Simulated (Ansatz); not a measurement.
# Heated and quenched cell Al48N48

The calculation used DFT, PBEsol, PAW, plane waves in Ansatz 0.2.0.

Command:

```sh
ansatz run in.yaml --threads 8 --pin off --max-ram 118750MiB --runs-dir r --events-out ev --progress --plain --backend cuda --devices 0,
```

The input less its lattice and atoms:

```yaml
accuracy: low
kpoints:
  mp_grid: { grid: [1, 1, 1] }
hamiltonian:
  xc: pbesol
scf:
  occupations: { method: fermi_dirac, width: 0.1 }
md:
  ensemble: nvt_langevin
  timestep: 2.5
  n_steps: 500
  temperature: 5000
  temperature_schedule: [{ n_steps: 240, end_temperature: 5000 }, { n_steps: 260, end_temperature: 300 }]
  friction: 0.02
  initial_velocities: maxwell_boltzmann
  seed: 1
```

Start:

```xyz
96
Lattice="9.8085 0.0000 0.0000 0.0000 11.3259 0.0000 0.0000 0.0000 10.4654" Properties=species:S:1:pos:R:3 pbc="T T T"
Al    1.7662    0.9194    2.5999
Al    1.6944    1.1881    7.7585
Al    0.0265    3.9173    2.5832
Al    0.0623    3.8678    7.9788
Al    4.9119    0.9985    2.5471
Al    4.7452    0.8575    8.0198
Al    3.4693    3.7032    2.5395
Al    3.0659    3.8260    7.6621
Al    2.0698    6.6659    2.4317
Al    1.6472    6.6132    7.8676
Al    9.4283    9.6040    2.6868
Al    9.6956    9.3162    7.5980
Al    8.3645    0.8096    2.6321
Al    8.1168    0.9479    7.8363
Al    6.6586    3.8231    2.6865
Al    6.4679    3.9060    7.8153
Al    4.8970    6.7276    2.5409
Al    4.8648    6.6389    7.8379
Al    3.0838    9.4743    2.6394
Al    3.4799    9.5361    7.7305
Al    8.3322    6.5715    2.4192
Al    8.2069    6.7283    7.6324
Al    6.5479    9.7311    2.8306
Al    6.5199    9.4738    7.6767
Al    0.1211    1.9317    5.5140
Al    0.0174    1.8664   10.2754
Al    3.2940    1.9998    5.3725
Al    3.5471    2.1208   10.4050
Al    1.8252    4.7790    5.1237
Al    1.4403    4.8043    0.0641
Al    9.6080    7.7336    5.5768
Al    9.6949    7.8807   10.4609
Al    6.7451    1.7912    5.2291
Al    6.6776    1.9726   10.3530
Al    4.8013    4.5179    5.1846
Al    5.0936    4.6616   10.3396
Al    3.3142    7.4962    5.2244
Al    3.1852    7.4904   10.3019
Al    1.4854   10.5629    4.8492
Al    1.4809   10.6600    0.0392
Al    8.0311    4.6552    5.1710
Al    8.1671    4.8828    0.1461
Al    6.7210    7.2834    5.3098
Al    6.5349    7.5005   10.3290
Al    4.9406   10.5650    5.3434
Al    4.7760   10.3331    0.1078
Al    8.3515   10.0852    5.2249
Al    7.9944   10.2185   10.4460
N     0.3087    1.5727    2.0821
N     0.1877    1.6410    7.2129
N     3.1836    1.8448    1.8206
N     3.5285    1.8966    7.2930
N     1.6669    4.7238    1.9817
N     1.7418    4.7561    7.1271
N     0.1200    7.6417    2.1397
N     9.7840    7.5727    7.1346
N     6.5241    1.8504    1.9922
N     6.3292    1.7077    7.4115
N     5.1369    4.6383    2.1320
N     4.7695    4.5634    7.2335
N     3.2525    7.5391    1.9020
N     3.1475    7.5174    7.0816
N     1.6066   10.5248    1.7897
N     1.2913   10.2201    7.0174
N     8.1237    4.6123    2.0632
N     8.0470    5.0013    7.3438
N     6.6568    7.8381    2.1623
N     6.6977    7.5784    7.2482
N     4.7780   10.5082    2.1759
N     4.4383   10.6631    7.0435
N     7.9396   10.4054    1.7573
N     8.2061   10.2235    7.1554
N     1.5136    0.7751    4.6444
N     1.5682    0.7371    9.8827
N     0.1662    3.5594    4.5050
N     0.0208    3.7180    9.7686
N     4.8237    1.0502    4.4911
N     4.8786    0.8243    9.6916
N     3.3471    3.8112    4.7331
N     3.3833    3.7116    9.7089
N     1.8629    6.4819    4.2388
N     1.6900    6.7503    9.9678
N     0.0522    9.4156    4.4112
N     9.7667    9.3331    9.6590
N     8.1760    0.8114    4.6117
N     8.2051    1.2768    9.9394
N     6.6064    3.9441    4.6980
N     6.8345    3.9486    9.7776
N     4.9382    6.5239    4.5893
N     4.9322    6.5631    9.7098
N     3.4035    9.6599    4.3343
N     3.5317    9.3943    9.9392
N     8.2317    6.5518    4.5675
N     8.2325    6.3485    9.9698
N     6.6377    9.5040    4.4573
N     6.5998    9.5036   10.0418
```

Some of the steps:

| step | free energy without the kinetic part, less step 39 (eV) | temperature (K) | largest force component (eV/Å) |
| --- | --- | --- | --- |
| 39 | 0.000 | 4460 | 9.36 |
| 79 | 10.398 | 5137 | 11.13 |
| 119 | 15.851 | 5587 | 11.01 |
| 159 | 22.328 | 5184 | 15.01 |
| 199 | 20.209 | 5664 | 8.00 |
| 239 | 34.445 | 5440 | 12.97 |
| 279 | 16.885 | 4658 | 10.84 |
| 319 | 20.778 | 3962 | 9.85 |
| 359 | -7.322 | 3042 | 6.11 |
| 399 | -22.604 | 2665 | 5.95 |
| 439 | -40.655 | 2177 | 5.99 |
| 479 | -55.485 | 1144 | 3.60 |

End:

```
Al N
1.0
     9.80852    0.00000    0.00000
     0.00000   11.32590    0.00000
     0.00000    0.00000   10.46541
Al N
48 48
Direct
  0.18673 0.09901 0.24925
  0.18813 0.09956 0.74628
  0.01946 0.33964 0.22313
  0.01667 0.34943 0.74597
  0.52141 0.10147 0.23964
  0.51562 0.10049 0.73560
  0.35772 0.34502 0.23606
  0.36242 0.35466 0.73718
  0.03531 0.68795 0.43489
  0.19757 0.61030 0.66580
  0.04024 0.84217 0.19582
  0.02737 0.89611 0.64636
  0.86177 0.10187 0.22554
  0.84209 0.10510 0.72713
  0.69351 0.34036 0.22870
  0.67336 0.34959 0.74242
  0.52994 0.60035 0.24034
  0.52042 0.61141 0.74489
  0.36108 0.85025 0.16998
  0.37119 0.85252 0.66669
  0.85641 0.59674 0.24400
  0.84814 0.58282 0.72203
  0.69335 0.86177 0.16949
  0.70927 0.86022 0.66561
  0.04618 0.18262 0.48220
  0.01340 0.16652 0.98067
  0.37429 0.17293 0.48510
  0.35841 0.16674 0.98012
  0.20060 0.43487 0.48316
  0.18935 0.41669 0.98425
  0.85006 0.91849 0.40728
  0.03167 0.68894 0.92479
  0.69838 0.17482 0.49179
  0.69548 0.18344 0.98876
  0.19193 0.58606 0.17794
  0.51664 0.42480 0.99319
  0.37527 0.68359 0.48790
  0.35320 0.67203 0.99908
  0.21097 0.92285 0.41655
  0.19516 0.92156 0.92514
  0.88292 0.41625 0.48029
  0.84409 0.43492 0.98765
  0.53204 0.41377 0.48940
  0.68658 0.68600 0.98267
  0.53596 0.92966 0.41960
  0.53084 0.92396 0.92266
  0.68876 0.66984 0.49275
  0.85634 0.92430 0.92247
  0.03028 0.17630 0.16108
  0.02459 0.17703 0.68810
  0.36437 0.16450 0.17339
  0.34108 0.17855 0.68789
  0.05987 0.34410 0.42589
  0.20298 0.43221 0.67049
  0.03567 0.68215 0.24188
  0.02365 0.86456 0.46614
  0.51970 0.43023 0.17671
  0.67689 0.18529 0.67950
  0.18583 0.41918 0.16899
  0.52373 0.43693 0.67692
  0.36879 0.68507 0.18765
  0.37043 0.67414 0.67755
  0.20482 0.93370 0.24308
  0.19412 0.92358 0.72675
  0.84849 0.43037 0.18538
  0.87231 0.42640 0.67429
  0.69693 0.69164 0.17179
  0.68949 0.68013 0.67957
  0.51824 0.93351 0.23329
  0.52793 0.93389 0.73326
  0.85632 0.92223 0.22600
  0.86433 0.93561 0.73347
  0.21391 0.08738 0.43043
  0.18956 0.08954 0.92865
  0.90155 0.13723 0.39050
  0.01242 0.34429 0.94208
  0.54125 0.09350 0.43264
  0.52009 0.09634 0.92502
  0.37339 0.35029 0.42682
  0.35426 0.34101 0.91556
  0.19044 0.61124 0.47615
  0.17846 0.59368 0.99848
  0.84070 0.05190 0.49104
  0.02351 0.84732 0.98857
  0.68807 0.17821 0.16473
  0.85491 0.09188 0.91782
  0.68749 0.33321 0.42435
  0.69122 0.34228 0.93617
  0.52358 0.58921 0.42207
  0.52086 0.60265 0.94059
  0.36908 0.84682 0.46723
  0.34536 0.83754 0.98826
  0.85772 0.59892 0.43846
  0.85569 0.60533 0.91511
  0.69878 0.84831 0.47734
  0.68337 0.85872 0.98198
```

The run ended as planned.

Time: 4.7 min of wall time on one NVIDIA GB300 with 8 processor threads, on a host shared with other runs; peak host memory 2.1 GiB.
